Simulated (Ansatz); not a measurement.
# How CuCl answers to pressure

```
CELL_PARAMETERS angstrom
0.00000 2.71010 2.71010
2.71010 0.00000 2.71010
2.71010 2.71010 0.00000
ATOMIC_POSITIONS crystal
Cu 0.00000 0.00000 0.00000
Cl 0.75000 0.75000 0.75000
```

The cell is COD entry 9013925, as deposited and not checked against the literature; nothing was relaxed.

Level of theory: Ansatz 0.2.0, DFT, PBE, all-electron LAPW, scalar-relativistic.

The runs use a Γ-centred 13×13×13 k mesh, Fermi–Dirac smearing of 0.05 eV, basis error target 0.25 meV/atom, no spin polarisation.

The cell is scaled evenly with fractional coordinates held. Semilocal gaps are too small, but their slopes carry over better.

| V/V(cell) | P (GPa) | gap on the k mesh (eV) |
| --- | --- | --- |
| 0.9700 | 1.76 | 0.588 |
| 1.0000 | 0.14 | 0.531 |
| 1.0300 | -1.21 | 0.480 |
| 1.0600 | -2.34 | 0.434 |

**Question.** From the rows at 0.9700 and 1.0300, what is the bulk modulus at the cell's volume?

**Answer.** B = −ΔP/Δln V = −[(-1.21) − (1.76)]/0.06002 = 49.5 GPa.

**Question.** What are the gap's volume deformation potential and pressure coefficient?

**Answer.** dEg/dln V = (0.480 − 0.588)/0.06002 = -1.80 eV, and dEg/dP = −(dEg/dln V)/B = 36 meV/GPa: pressure widens the gap.

**Question.** Predict the row at V/V(cell) = 0.9405. How far is a linear estimate of P off?

**Answer.** P = 3.68 GPa, gap 0.649 eV. The linear estimate P(cell) − B ln(V/V(cell)) = 3.18 GPa misses by 0.50 GPa, since the modulus grows under compression.
